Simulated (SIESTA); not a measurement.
KMgF3: equation of state with PBE

KMgF3:

```
CELL_PARAMETERS angstrom
3.98590 0.00000 0.00000
0.00000 3.98590 0.00000
0.00000 0.00000 3.98590
ATOMIC_POSITIONS crystal
K 0.50000 0.50000 0.50000
Mg 0.00000 0.00000 0.00000
F 0.00000 0.00000 0.50000
F 0.00000 0.50000 0.00000
F 0.50000 0.00000 0.00000
```

```
Program             : SIESTA 5.4.2
Task                : equation of state
Functional          : PBE
Potentials or basis : PseudoDojo 0.4 standard (PBE files)
Basis               : DZP (energy shift 0.003 Ry; two zetas on semicore shells; d shell added on K)
Grid cutoff         : 800 Ry
Energy shift        : 0.003 Ry
k mesh              : 7 × 7 × 7
Occupations         : fermi-dirac, width 0.05 eV
Spin                : no spin polarisation
```

```yaml
Equilibrium_volume: "13.43 Å³/atom (rough: see the caveat)"
Bulk_modulus: 69 GPa (rough)
```

Energy against volume, from the lowest point:
```
volume (Å³/atom)  energy (meV/atom)
          11.905              46.41
          12.159              30.96
          12.412              19.11
          12.665              10.37
          12.918               4.44
          13.172               1.04
          13.425               0.00
```

All runs of the series together: 9.5 min on 1 thread of Arm Neoverse V1, on a shared host.

Caveat: the minimum lies outside the volumes run; the basis of atomic orbitals isn't converged, which shifts pressures, moduli and gaps.
